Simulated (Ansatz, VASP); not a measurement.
# Two plane-wave programs on Al

INCAR

```
PREC = Accurate
ENCUT = 520
EDIFF = 1E-6
ISMEAR = -1
SIGMA = 0.05
LREAL = F
LASPH = T
NELM = 100
ALGO = Normal
ISIF = 2
LWAVE = F
LCHARG = F
GGA = CA
NBANDS = 10
```

Contents of KPOINTS:

```
Automatic mesh
0
Gamma
  11 11 6
```

The input POSCAR:

```
Al
1.0
    2.8124553515      0.0000000000      0.0000000000
   -1.4062276757      2.4356577814      0.0000000000
    0.0000000000      0.0000000000      4.8668500000
Al
2
Direct
    0.3333333333      0.6666666667      0.2500000000
    0.6666666667      0.3333333333      0.7500000000
```

Contents of input.yaml:

```yaml
crystal:
  lattice:
    - [2.8124553515, 0.0, 0.0]
    - [-1.4062276757, 2.4356577814, 0.0]
    - [0.0, 0.0, 4.86685]
  atoms:
    - { symbol: Al, position: [0.3333333333, 0.6666666667, 0.25] }
    - { symbol: Al, position: [0.6666666667, 0.3333333333, 0.75] }
hamiltonian:
  xc: lda
  pseudopotentials: { kind: paw }
kpoints:
  mp_grid: { grid: [11, 11, 6] }
scf:
  occupations: { method: fermi_dirac, width: 0.05 }
output:
  forces: true
  stress: true
  eigenvalues: true
```

This isn't the form of Al at room conditions, which is fcc.

Alike in both runs: task single point; functional LDA; k mesh 11 × 11 × 6; occupations fermi-dirac, width 0.05 eV; no spin polarisation.

```csv
,VASP,Ansatz
version,VASP 6.6.1,Ansatz 0.2.0
potentials or method,"VASP PAW LDA potentials, release 64 (Al)",Ansatz PAW
plane-wave cutoff (eV),520,420
valence electrons in the cell,6,6
```

|  | VASP | Ansatz | Ansatz less VASP |
| --- | --- | --- | --- |
| gap on the k mesh at the Fermi level (eV) | none | none | - |
| pressure (GPa) | -3.0 | -3.0 | -0.05 |
| largest component of the traceless stress (GPa) | 2.65 | 2.63 | -0.021 |

A gap of «none» marks a metal or a gap that the smearing closes.

Caveats: the PAW data sets come from PBE, with cores solved anew for the run's functional, which leaves a small shift of forces and pressure (Ansatz).
